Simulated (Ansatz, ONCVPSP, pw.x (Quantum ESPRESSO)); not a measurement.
What a changed setting does to a pw.x run (bcc C)

Potential: optimised norm-conserving Vanderbilt (ONCV), ONCVPSP 4.0.1.1 (patched build), PBE; core [He], reference 2s1.5 2p2.5; waves: 2s: rc 0.95 bohr, ncon 3, nbas 7, qcut 7.1 1/bohr, 2 projectors, debl 2 Ha; 2p: rc 2.20 bohr, ncon 3, nbas 7, qcut 7 1/bohr, 2 projectors, debl 4 Ha; d scattering state at 0.24 Ha: rc 1.70 bohr, ncon 4, nbas 7, qcut 6 1/bohr, 2 projectors, debl 1.6 Ha; local part: polynomial inside 0.60 bohr (lpopt 4, dvloc0 3 Ha); core correction: Teter function, fcfact 5.5, rcfact 1.55.

The reference run (k-mesh 18³, cutoffs 65/260 Ry, Fermi–Dirac 0.01 Ry, mixing_beta 0.4, conv_thr 1e-9, no spin) gives 3.51 GPa at 6.554 Å³/atom, where all-electron LAPW gives 4.10 GPa. This run, with its own iteration cap, changes smearing to mp.

```
&control
  calculation='scf', prefix='x', pseudo_dir='./', outdir='./tmp', tstress=.true., disk_io='none'
/
&system
  ibrav=0, nat=1, ntyp=1, ecutwfc=65, ecutrho=260, nbnd=9,
  occupations='smearing', smearing='mp', degauss=0.01
/
&electrons
  conv_thr=1e-09, mixing_beta=0.4, electron_maxstep=70
/
ATOMIC_SPECIES
C 1.0 C.UPF
CELL_PARAMETERS angstrom
  -1.17891406 1.17891406 1.17891406
  1.17891406 -1.17891406 1.17891406
  1.17891406 1.17891406 -1.17891406
ATOMIC_POSITIONS crystal
C 0.0000 0.0000 0.0000
K_POINTS automatic
18 18 18 0 0 0
```

```bash
pw.x < C.scf.in > C.scf.out
```

Question: How does the run end?

Answer: It converges in 5 iterations; the free energy moves by +10.1 meV/atom and the pressure by -0.10 GPa. This scheme is built to cancel the term in the square of the width that Fermi–Dirac smearing leaves in the F of a metal.

```
Message from routine setup:
     using ibrav=0 with symmetry is DISCOURAGED, use correct ibrav instead
     lattice parameter (alat)  =       3.8587  a.u.
     unit-cell volume          =      44.2286 (a.u.)^3
     number of electrons       =         4.00
     number of Kohn-Sham states=            9
     kinetic-energy cutoff     =      65.0000  Ry
     charge density cutoff     =     260.0000  Ry
     scf convergence threshold =      1.0E-09
     Exchange-correlation= PBE
     number of k points=   195  Methfessel-Paxton smearing, width (Ry)=  0.0100
     iteration #  1     ecut=    65.00 Ry     beta= 0.40
     total energy              =     -11.85454218 Ry
     estimated scf accuracy    <       0.00091666 Ry
     iteration #  2     ecut=    65.00 Ry     beta= 0.40
     total energy              =     -11.85469623 Ry
     estimated scf accuracy    <       0.00032572 Ry
     iteration #  3     ecut=    65.00 Ry     beta= 0.40
     total energy              =     -11.85471410 Ry
     estimated scf accuracy    <       0.00000474 Ry
     iteration #  4     ecut=    65.00 Ry     beta= 0.40
     total energy              =     -11.85471444 Ry
     estimated scf accuracy    <       0.00000002 Ry
     iteration #  5     ecut=    65.00 Ry     beta= 0.40
     the Fermi energy is    12.0596 ev
!    total energy              =     -11.85471445 Ry
     estimated scf accuracy    <          2.7E-10 Ry
     smearing contrib. (-TS)   =       0.00000267 Ry
     The total energy is F=E-TS. E is the sum of the following terms:
     one-electron contribution =       5.13592052 Ry
     hartree contribution      =       0.29535742 Ry
     xc contribution           =      -4.21770131 Ry
     ewald contribution        =     -13.06829376 Ry
     convergence has been achieved in   5 iterations
          total   stress  (Ry/bohr**3)                   (kbar)     P=       34.09
     Message from routine punch:
     Nothing written, as per user request (disk_io='none')
```

The run took about 3.5 s on one core of a shared host (Neoverse-V2, 192 threads, 1485 GiB, load 34).
